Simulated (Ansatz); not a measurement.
Relaxed bulk ZrN, space group Fm-3m (No. 225):

```xyz
2
Lattice="0.0000 2.2761 2.2761 2.2761 0.0000 2.2761 2.2761 2.2761 0.0000" Properties=species:S:1:pos:R:3 pbc="T T T"
Zr    0.0000    0.0000    0.0000
N     2.2761    2.2761    2.2761
```

The calculation used DFT PBEsol, scalar-relativistic, plane waves, PAW (Ansatz 0.2.0). Cutoff 420 eV, k spacing 0.19 to 0.25 Å⁻¹, dipole correction; no spin polarisation.

Slabs with different planes and terminations (top/bottom plane) are cut from it in 1×1 cells and relaxed. Each holds whole formula units counted by Zr and an excess Δn of N (negative: a deficit); ΔE is its energy over those formula units in the bulk and the excess in the standard state of N. The formation energy of ZrN is -3.864 eV a formula unit (uncorrected), so Δμ(N) runs from -3.864 eV to 0 if no other compound intervenes.

| slab | A (Å²) | Δn(N) | ΔE (eV) |
| --- | --- | --- | --- |
| (111) Zr/N, Zr5N5 | 8.97 | 0 | 3.601 |
| (111) Zr/Zr, Zr5N4 | 8.97 | -1.00 | 6.083 |
| (210) ZrN/ZrN, Zr11N11 | 23.17 | 0 | 6.725 |
| (110) ZrN/ZrN, Zr7N7 | 14.65 | 0 | 5.280 |
| (111) N/N, Zr5N6 | 8.97 | +1.00 | 1.223 |
| (100) ZrN/ZrN, Zr5N5 | 10.36 | 0 | 2.094 |

(1) Work out each slab's surface energy at the N-rich and N-poor ends.

(2) Does the lowest surface change with the conditions?

Only the planes named were cut, so another facet can lie lower still. Reconstructions in larger cells weren't sought.

Results:

(1) γ = [ΔE − Δn·Δμ(N)]/(2A) × 16.02 J/m² per eV/Å², the mean of both faces:

| slab | N-rich (J/m²) | N-poor (J/m²) |
| --- | --- | --- |
| (111) Zr/N, Zr5N5 | 3.22 | 3.22 |
| (111) Zr/Zr, Zr5N4 | 5.43 | 1.98 |
| (210) ZrN/ZrN, Zr11N11 | 2.32 | 2.32 |
| (110) ZrN/ZrN, Zr7N7 | 2.89 | 2.89 |
| (111) N/N, Zr5N6 | 1.09 | 4.54 |
| (100) ZrN/ZrN, Zr5N5 | 1.62 | 1.62 |

(2) Yes: among these slabs (111) N/N, Zr5N6 is lowest at the N-rich end and (100) ZrN/ZrN, Zr5N5 at the N-poor end. Their lines cross where (ΔE − Δn·Δμ)/A is equal, at Δμ(N) = -0.59 eV, with γ = 1.62 J/m².

(100) has the lowest surface energy over most of the nitrogen range, and N-terminated (111) replaces it only near the N-rich end. Among the stoichiometric slabs, the energy rises from (100) through (210) and (110) to (111), following the density of cut Zr–N bonds: a (100) surface atom loses one of its six neighbours, a (111) surface atom three.

The mixed (111) slab lies close to the mean of the two symmetric ones, which suggests that its faces are nearly independent. This fits metallic ZrN, whose carriers screen the polar field that would penalise such a slab in an insulator. The Zr 4d electrons left over after bonding can probably also fill the 2p states of the outer N layer, helping to stabilise that termination. Bare Zr-terminated (111) never becomes lowest, even at the N-poor end.

Heating at fixed nitrogen pressure lowers the chemical potential and so favours (100), while the N-terminated window would narrow if Zr3N4 formed first.
